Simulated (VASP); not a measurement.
Computed with PBE GGA, VASP's PBE PAW potentials (set 64) (plane waves; VASP).

The input files of a VASP run:

**INCAR**
```
# general
SYSTEM   =  AlSb
PREC     =  Normal
ENCUT    =  350
LREAL    =  .FALSE.
LASPH    =  .TRUE.
NBANDS   =  160

# electronic loop
EDIFF    =  1E-8
NELM     =  1
ALGO     =  Exact

# smearing
ISMEAR   =  0
SIGMA    =  0.01

# functional
GGA      =  PE

# output
LWAVE    =  .TRUE.
LCHARG   =  .FALSE.

# other
LOPTICS  =  .TRUE.
```

### POSCAR
```
AlSb
1
    0.0000000000     3.1103990000     3.1103990000
    3.1103990000     0.0000000000     3.1103990000
    3.1103990000     3.1103990000     0.0000000000
Al Sb
1 1
Direct
  0.0000000000   0.0000000000   0.0000000000
  0.2500000000   0.2500000000   0.2500000000
```

### KPOINTS
```
Automatic mesh
0
Gamma
4 4 4
0 0 0
```

POTCAR, in this order: Al_GW Sb_d_GW (PBE.64 set). Program: vasp_std. Read from the step before: WAVECAR.

What VASP printed:

File OSZICAR:
```
       N       E                     dE             d eps       ncg     rms          rms(c)
DIA:   1    -0.812120648773E+01   -0.81212E+01    0.00000E+00     0   0.000E+00
   1 F= -.81212065E+01 E0= -.81212065E+01  d E =-.485339-123
 imaginary and real dielectric function
```

File OUTCAR:
```


 plasma frequency squared (from intraband transitions) (eV^2)
  --------------------------------------------------------------------------------------
       0.000      -0.000      -0.000
       0.000       0.000      -0.000
      -0.000      -0.000       0.000

 plasma frequency squared (from interband transitions, int dw w eps(2)(w)) (eV^2)
  --------------------------------------------------------------------------------------
     517.484       0.000       0.000      -0.000      -0.000       0.000
       0.000       0.000     517.484       0.000       0.000      -0.000
      -0.000      -0.000       0.000       0.000     517.484       0.000
```
(Selected blocks of OUTCAR.)

**OUTCAR**
```
 val. band max:        3.1345969780   @ k =   0.0000   0.0000   0.0000

 cond. band min:       4.3636763834   @ k =   0.5000   0.0000   0.0000



 k-point     1 :       0.0000    0.0000    0.0000
  band No.  band energies     occupation
      1     -24.9625      2.00000
      2     -24.9625      2.00000
      3     -24.9625      2.00000
      4     -24.9441      2.00000
      5     -24.9441      2.00000
      6      -7.3686      2.00000
      7       3.1346      2.00000
      8       3.1346      2.00000
      9       3.1346      2.00000
     10       4.4175      0.00000
     11       6.2090      0.00000
     12       6.2090      0.00000
     13       6.2090      0.00000
     14       9.5824      0.00000
     15      10.8508      0.00000
     16      10.8508      0.00000
     17      12.5366      0.00000
     18      12.5366      0.00000
     19      12.5366      0.00000
     20      15.5751      0.00000
     21      23.1121      0.00000
     22      23.1121      0.00000
     23      23.1121      0.00000
     24      23.5821      0.00000
     25      23.5821      0.00000
     26      23.5821      0.00000
     27      24.9724      0.00000
     28      24.9724      0.00000
     29      25.3262      0.00000
     30      25.3262      0.00000
     31      25.3262      0.00000
     32      31.2571      0.00000
     33      31.4647      0.00000
     34      31.4647      0.00000
     35      31.4647      0.00000
     36      32.9731      0.00000
     37      34.7276      0.00000
     38      34.7276      0.00000
     39      35.2623      0.00000
     40      35.2623      0.00000
     41      35.2624      0.00000
     42      35.7154      0.00000
     43      35.7156      0.00000
     44      35.7156      0.00000
     45      37.7731      0.00000
     46      37.7731      0.00000
     47      37.7731      0.00000
     48      37.9932      0.00000
     49      37.9932      0.00000
     50      37.9932      0.00000
     51      38.3442      0.00000
     52      38.3442      0.00000
...
```

The density is held fixed in this step, so its total energy and stress have no physical meaning. Unless said otherwise, spin-orbit coupling is left out, though it shifts the bands of the heavy elements here.

The compound is AlSb in the zinc blende structure. This cell is one point of a volume scan, at 1.04 of the reference volume. The k-mesh is coarse (spacing up to 0.44 per Å, 2π included), so the numbers may not be converged in it.
